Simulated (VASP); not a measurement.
# Se (Im-3m) in VASP: notebook, part 2 of 2

VASP 6.6.1. Earlier steps stand in the parts before.

### 3 Relaxation of cell and atoms, PBEsol, target pressure 0.0001 GPa, at which the enthalpy is minimised

Input file INCAR:

```
SYSTEM = Se
ALGO     = Normal         ! electronic algorithm
EDIFF    = 1E-7           ! SCF threshold, eV
EDIFFG   = -0.002         ! ionic threshold
ENCUT    = 520            ! plane-wave cutoff, eV
GGA      = PS             ! functional
IBRION   = 2              ! ionic algorithm
ISIF     = 3              ! what is computed and relaxed
ISMEAR   = 0              ! smearing method
LASPH    = .TRUE.         ! aspherical terms in the spheres
LCHARG   = .FALSE.        ! write CHGCAR
LREAL    = .FALSE.        ! projectors in reciprocal space
LWAVE    = .FALSE.        ! write WAVECAR
NELM     = 80             ! most SCF steps
NSW      = 80             ! ionic steps
PREC     = Accurate       ! precision mode
PSTRESS  = 0.001        
SIGMA    = 0.1            ! smearing width, eV
```

Input file KPOINTS:

```
k-points
0
G
  30 30 30
  0 0 0
```

Input file POSCAR:

```
Se                                      
1.0
    2.2242631528      1.2841795432      0.9079802856
   -2.2242631528      1.2841795432      0.9079802856
    0.0000000000     -2.5683590856      0.9079802848
  Se            
     1
Direct
     0.0000000000000000    0.0000000000000000    0.0000000000000000
```

Potentials or basis: VASP PAW PBE potentials, release 64 (Se).

The run is started by

```console
cat potpaw_PBE.64/Se/POTCAR > POTCAR
mpirun -np 1 vasp_std > vasp.out
```

OUTCAR:

```text
SYSTEM = Se
   EDIFF = 1E-7
   EDIFFG = -0.002
   ENCUT = 520
   GGA = PS
   IBRION = 2
   ISIF = 3
   ISMEAR = 0
   LASPH = .TRUE.
   LREAL = .FALSE.
   NELM = 80
   NSW = 80
   PREC = Accurate
   PSTRESS = 0.001

 ion  position               nearest neighbor table
   1  0.000  0.000  0.000-

  LATTYP: Found a trigonal (rhomboedric) cell.
 ALAT       =     2.7241313975
 COS(alpha) =    -0.3333563294

  Lattice vectors:

 A1 = (   2.2242631528,   1.2841795432,   0.9079802856)
 A2 = (  -2.2242631528,   1.2841795432,   0.9079802856)
 A3 = (   0.0000000000,  -2.5683590856,   0.9079802848)

Analysis of symmetry for initial positions (statically):
=====================================================================
 Subroutine PRICEL returns:
 Original cell was already a primitive cell.

 Routine SETGRP: Setting up the symmetry group for a
 trigonal (rhombohedral) supercell.

 Subroutine GETGRP returns: Found 12 space group operations
 (whereof 12 operations were pure point group operations)
 out of a pool of 12 trial point group operations.

The static configuration has the point symmetry D_3d.

Analysis of symmetry for dynamics (positions and initial velocities):
=====================================================================
 Subroutine PRICEL returns:
 Original cell was already a primitive cell.

 Routine SETGRP: Setting up the symmetry group for a
 trigonal (rhombohedral) supercell.

 Subroutine GETGRP returns: Found 12 space group operations
 (whereof 12 operations were pure point group operations)
 out of a pool of 12 trial point group operations.

The dynamic configuration has the point symmetry D_3d.

 Subroutine INISYM returns: Found 12 space group operations
 (whereof 12 operations are pure point group operations),
 and found     1 'primitive' translations

----------------------------------------------------------------------------------------

                                     Primitive cell

[... 124 lines left out ...]
 maximum number of plane-waves:       432
   NGX = 11   NGY = 11   NGZ = 11

--------------------------------------- Ionic step        1  -------------------------------------------

 number of electron       5.9999999 magnetization

 Free energy of the ion-electron system (eV)
  ---------------------------------------------------
  ext. energy  EPLUGINS =         0.00000000
  ---------------------------------------------------
  free energy    TOTEN  =        -3.11122381 eV

  energy without entropy =       -3.10797256  energy(sigma->0) =       -3.10959819

------------------------ aborting loop because EDIFF is reached ----------------------------------------

  FORCE on cell =-STRESS in cart. coord.  units (eV):
  Direction    XX          YY          ZZ          XY          YZ          ZX
  --------------------------------------------------------------------------------------
  -------------------------------------------------------------------------------------
  Total        2.9137762      2.9137790      2.9134045      0.0000000      0.0000000      0.0000000
  in kB      300.0040998    300.0043862    299.9658276      0.0000000      0.0000002      0.0000000
  external PRESSURE =     299.9904379 kB  Pullay stress =       0.0010000 kB
[... 24 lines left out ...]
--------------------------------------- Ionic step        2  -------------------------------------------

 number of electron       5.9999998 magnetization

 E-fermi :   3.8958     XC(G=0): -10.1549

 val. band max:        3.8953441505   @ k =   0.3667   0.3333   0.2333
 cond. band min:       3.8983084177   @ k =  -0.4000   0.0667   0.0333
 fundamental gap:      0.0029642672
 Fermi energy:         3.8958376823

 k-point     1 :       0.0000    0.0000    0.0000
  band No.  band energies     occupation
      1     -11.1717      2.00000
      2       6.3014      0.00000
      3       6.3014      0.00000
      4       6.3025      0.00000
      5      13.3733      0.00000
      6      16.0203      0.00000
      7      16.0215      0.00000
[... 299 lines left out ...]
  energy  without entropy=       -3.3932784264  energy(sigma->0) =       -3.39497554

  enthalpy is  TOTEN    =        -3.3966606041 eV   P V=        0.0000120591

[... ionic steps 4 to 13 ...]

--------------------------------------- Ionic step       14  -------------------------------------------

 number of electron       5.9999998 magnetization

------------------------ aborting loop because EDIFF is reached ----------------------------------------
[... 69 lines left out ...]
--------------------------------------- Ionic step       16  -------------------------------------------

 number of electron       5.9999998 magnetization

 Free energy of the ion-electron system (eV)
  ---------------------------------------------------
  ext. energy  EPLUGINS =         0.00000000
  ---------------------------------------------------
  free energy    TOTEN  =        -3.39672289 eV

  energy without entropy =       -3.39334004  energy(sigma->0) =       -3.39503146

 E-fermi :   6.0701     XC(G=0): -10.9687

 val. band max:        6.0700083283   @ k =   0.5000   0.2667   0.1000
 cond. band min:       6.0708472717   @ k =   0.2667   0.1333   0.1000
 fundamental gap:      0.0008389434
 Fermi energy:         6.0700843518

 k-point     1 :       0.0000    0.0000    0.0000
  band No.  band energies     occupation
      1     -10.5640      2.00000
      2       9.3264      0.00000
      3       9.3264      0.00000
      4       9.3308      0.00000
      5      17.8211      0.00000
      6      18.5830      0.00000
      7      18.5872      0.00000
[... 262 lines left out ...]
  energy  without entropy=       -3.3933400402  energy(sigma->0) =       -3.39503146

  enthalpy is  TOTEN    =        -3.3967108640 eV   P V=        0.0000120223

 reached required accuracy - stopping structural energy minimisation
```

CONTCAR:

```text
Se
   1.00000000000000
     2.3883876659556260    1.3789370112662978    0.9747638767206753
    -2.3883876659556260    1.3789370112662978    0.9747638767206753
     0.0000000000000000   -2.7578740215724671    0.9747638757188805
  Se
     1
Direct
     0.0000000000000000    0.0000000000000000    0.0000000000000000

  0.00000000E+00  0.00000000E+00  0.00000000E+00
```

Run time: 9.1 min. Hardware: 1 thread of Intel Xeon 6975P-C (Granite Rapids), shared host; peak memory 0.37 GiB.

What came out:

| Property | Result |
| --- | --- |
| Free energy | -3.3967 eV |
| Relaxed volume | 19.26 Å³/atom |
| Relaxed cell | a = 2.925 Å, b = 2.925 Å, c = 2.925 Å, α = 109.48°, β = 109.48°, γ = 109.48° |
| Space group after relaxing (to 0.05 Å) | Im-3m (No. 229) |
| Energy change on relaxing (the enthalpy is what falls) | -285.5 meV/atom |
| Ionic steps | 16 |
| Pressure after relaxing | 0.0 GPa |
| Band gap on the k mesh | none (metal or under the smearing width) |

The path:
```csv
step,energy change (eV),largest force (eV/Å),pressure (GPa),volume (Å³)
1,0.0000,0.0000,30.00,15.56
2,-0.1398,0.0000,-10.27,23.09
3,-0.2854,0.0000,-0.26,19.32
4,-0.2855,0.0000,0.10,19.24
5,-0.2855,0.0000,0.10,19.24
6,-0.2855,0.0000,0.10,19.24
7,-0.2855,0.0000,0.09,19.24
8,-0.2855,0.0000,0.09,19.24
9,-0.2855,0.0000,0.09,19.24
10,-0.2855,0.0000,0.09,19.24
11,-0.2855,0.0000,0.09,19.24
12,-0.2855,0.0000,0.09,19.24
13,-0.2855,0.0000,0.06,19.25
14,-0.2855,0.0000,0.03,19.25
15,-0.2855,0.0000,-0.03,19.27
16,-0.2855,0.0000,0.00,19.26
```

Final structure:
```xyz
1
Lattice="2.3884 1.3789 0.9748 -2.3884 1.3789 0.9748 0.0000 -2.7579 0.9748" Properties=species:S:1:pos:R:3 pbc="T T T"
Se    0.0000    0.0000    0.0000
```

Caveat: the cell is relaxed towards a set pressure, so the enthalpy falls and the energy may rise; the volume moved by over 15 % at a fixed basis, so the end points are rough; the PAW data sets were made with another functional, which shifts forces and pressure a little.

### 4 Relaxation of cell and atoms, PBEsol, target pressure 0.0001 GPa, at which the enthalpy is minimised

This run uses another cell than the first one, of 19.26 Å³/atom, 1.238 times its volume.

INCAR is that of step 3.

KPOINTS is that of step 3.

Input file POSCAR:

```
Se                                      
1.0
    2.3883876660      1.3789370113      0.9747638767
   -2.3883876660      1.3789370113      0.9747638767
    0.0000000000     -2.7578740216      0.9747638757
  Se            
     1
Direct
     0.0000000000000000    0.0000000000000000    0.0000000000000000
```

Potentials or basis: VASP PAW PBE potentials, release 64 (Se).

The run is started by

```console
cat potpaw_PBE.64/Se/POTCAR > POTCAR
mpirun -np 1 vasp_std > vasp.out
```

OUTCAR:

```text
SYSTEM = Se
   EDIFF = 1E-7
   EDIFFG = -0.002
   ENCUT = 520
   GGA = PS
   IBRION = 2
   ISIF = 3
   ISMEAR = 0
   LASPH = .TRUE.
   LREAL = .FALSE.
   NELM = 80
   NSW = 80
   PREC = Accurate
   PSTRESS = 0.001

 ion  position               nearest neighbor table
   1  0.000  0.000  0.000-

  LATTYP: Found a trigonal (rhomboedric) cell.
 ALAT       =     2.9250688094
 COS(alpha) =    -0.3334215246

  Lattice vectors:

 A1 = (   2.3883876660,   1.3789370113,   0.9747638767)
 A2 = (  -2.3883876660,   1.3789370113,   0.9747638767)
 A3 = (   0.0000000000,  -2.7578740216,   0.9747638757)

Analysis of symmetry for initial positions (statically):
=====================================================================
 Subroutine PRICEL returns:
 Original cell was already a primitive cell.

 Routine SETGRP: Setting up the symmetry group for a
 trigonal (rhombohedral) supercell.

 Subroutine GETGRP returns: Found 12 space group operations
 (whereof 12 operations were pure point group operations)
 out of a pool of 12 trial point group operations.

The static configuration has the point symmetry D_3d.

Analysis of symmetry for dynamics (positions and initial velocities):
=====================================================================
 Subroutine PRICEL returns:
 Original cell was already a primitive cell.

 Routine SETGRP: Setting up the symmetry group for a
 trigonal (rhombohedral) supercell.

 Subroutine GETGRP returns: Found 12 space group operations
 (whereof 12 operations were pure point group operations)
 out of a pool of 12 trial point group operations.

The dynamic configuration has the point symmetry D_3d.

 Subroutine INISYM returns: Found 12 space group operations
 (whereof 12 operations are pure point group operations),
 and found     1 'primitive' translations

----------------------------------------------------------------------------------------
[... 118 lines left out ...]
   AEXX    =    0.0000 exact exchange contribution
   IVDW    =     0    specifies the selected vdW correction
   LEPSILON=     F    determine dielectric tensor
   LRPA    =     F    only Hartree local field effects (RPA)
 conjugate gradient relaxation of ions
 non-spin polarized calculation
 Gauss-broadening in eV      SIGMA  =   0.10
  energy-cutoff  :      520.00
  volume of cell :       19.26
 maximum number of plane-waves:       538
 NGX is ok and might be reduce to    24
   NGX = 11   NGY = 11   NGZ = 11

--------------------------------------- Ionic step        1  -------------------------------------------

 number of electron       6.0000001 magnetization

 Free energy of the ion-electron system (eV)
  ---------------------------------------------------
  ext. energy  EPLUGINS =         0.00000000
  ---------------------------------------------------
  free energy    TOTEN  =        -3.39730455 eV

  energy without entropy =       -3.39392162  energy(sigma->0) =       -3.39561308

------------------------ aborting loop because EDIFF is reached ----------------------------------------

  FORCE on cell =-STRESS in cart. coord.  units (eV):
  Direction    XX          YY          ZZ          XY          YZ          ZX
  --------------------------------------------------------------------------------------
  -------------------------------------------------------------------------------------
  Total        0.0039761      0.0039761      0.0016720      0.0000000      0.0000000      0.0000000
  in kB        0.3307220      0.3307223      0.1390704      0.0000000      0.0000000      0.0000000
  external PRESSURE =       0.2658382 kB  Pullay stress =       0.0010000 kB
[... 209 lines left out ...]
--------------------------------------- Ionic step        7  -------------------------------------------

 number of electron       6.0000001 magnetization

 Free energy of the ion-electron system (eV)
  ---------------------------------------------------
  ext. energy  EPLUGINS =         0.00000000
  ---------------------------------------------------
  free energy    TOTEN  =        -3.39730496 eV

  energy without entropy =       -3.39392096  energy(sigma->0) =       -3.39561296

 E-fermi :   6.0661     XC(G=0): -10.9673

 val. band max:        6.0659866197   @ k =  -0.4000   0.3000   0.0667
 cond. band min:       6.0662534429   @ k =   0.5000   0.2667   0.1000
 fundamental gap:      0.0002668232
 Fermi energy:         6.0660924098

 k-point     1 :       0.0000    0.0000    0.0000
  band No.  band energies     occupation
      1     -10.5650      2.00000
      2       9.3205      0.00000
      3       9.3205      0.00000
      4       9.3259      0.00000
      5      17.8129      0.00000
      6      18.5774      0.00000
      7      18.5826      0.00000
[... 221 lines left out ...]
 k-point    24 :       0.2667    0.0333   -0.0000
  band No.  band energies     occupation
      1      -8.8281      2.00000
      2       2.8834      2.00000
      3       7.0310      0.00000
      4       8.6505      0.00000
      5      14.4617      0.00000
      6      15.4710      0.00000
      7      20.5457      0.00000

 [... further k-points ...]
[... 5 lines left out ...]
  --------------------------------------------------------------------------------------
  -------------------------------------------------------------------------------------
  Total        0.0009028      0.0009028     -0.0019870      0.0000000     -0.0000000      0.0000000
  in kB        0.0750684      0.0750685     -0.1652271      0.0000000     -0.0000000      0.0000000
  external PRESSURE =      -0.0060301 kB  Pullay stress =       0.0010000 kB
[... 20 lines left out ...]
  energy  without entropy=       -3.3939209568  energy(sigma->0) =       -3.39561296

  enthalpy is  TOTEN    =        -3.3972929382 eV   P V=        0.0000120259

 reached required accuracy - stopping structural energy minimisation
```

OSZICAR:

```text
N       E                     dE             d eps       ncg     rms          rms(c)
DAV:   1     0.941742714746E+01    0.94174E+01   -0.29782E+03 35126   0.741E+02
DAV:   2    -0.319811727636E+01   -0.12616E+02   -0.12213E+02 48412   0.818E+01
DAV:   3    -0.339944207289E+01   -0.20132E+00   -0.19827E+00 41265   0.114E+01
[... 30 lines left out ...]
DAV:   2    -0.339730504340E+01    0.17987E-06   -0.17787E-07 37674   0.326E-03    0.130E-03
DAV:   3    -0.339730496275E+01    0.80644E-07   -0.18719E-07 20517   0.269E-03
   6 F= -.33972929E+01 E0= -.33956010E+01  d E =-.412833E-06
       N       E                     dE             d eps       ncg     rms          rms(c)
DAV:   1    -0.339730496579E+01    0.77613E-07   -0.74827E-08 18956   0.177E-03    0.265E-04
DAV:   2    -0.339730496414E+01    0.16467E-08   -0.24881E-09 18158   0.444E-04
   7 F= -.33972929E+01 E0= -.33956009E+01  d E =-.414067E-06
```

CONTCAR:

```text
Se
   1.00000000000000
     2.3886804599637710    1.3791060562499324    0.9748139157823547
    -2.3886804599637710    1.3791060562499324    0.9748139157823547
     0.0000000000000000   -2.7582121114996037    0.9748139147821072
  Se
     1
Direct
     0.0000000000000000    0.0000000000000000    0.0000000000000000

  0.00000000E+00  0.00000000E+00  0.00000000E+00
```

Run time: 4.4 min. Hardware: 1 thread of Intel Xeon 6975P-C (Granite Rapids), shared host; peak memory 0.44 GiB.

What came out:

```
Free energy                                            : -3.3973 eV
Relaxed volume                                         : 19.27 Å³/atom
Relaxed cell                                           : a = 2.925 Å, b = 2.925 Å, c = 2.925 Å, α = 109.48°, β = 109.48°, γ = 109.48°
Space group after relaxing (to 0.05 Å)                 : Im-3m (No. 229)
Energy change on relaxing (the enthalpy is what falls) : -0.0 meV/atom
Ionic steps                                            : 7
Pressure after relaxing                                : 0.0 GPa
Band gap on the k mesh                                 : none (metal or under the smearing width)
```

Final structure:
```cif
data_structure
_symmetry_space_group_name_H-M 'P 1'
_symmetry_Int_Tables_number 1
_cell_length_a 2.9254
_cell_length_b 2.9254
_cell_length_c 2.9254
_cell_angle_alpha 109.478
_cell_angle_beta 109.478
_cell_angle_gamma 109.478
_cell_volume 19.27
loop_
_atom_site_label
_atom_site_type_symbol
_atom_site_fract_x
_atom_site_fract_y
_atom_site_fract_z
_atom_site_occupancy
Se1 Se 0.00000 0.00000 0.00000 1
```

Caveat: the cell is relaxed towards a set pressure, so the enthalpy falls and the energy may rise; the PAW data sets were made with another functional, which shifts forces and pressure a little.
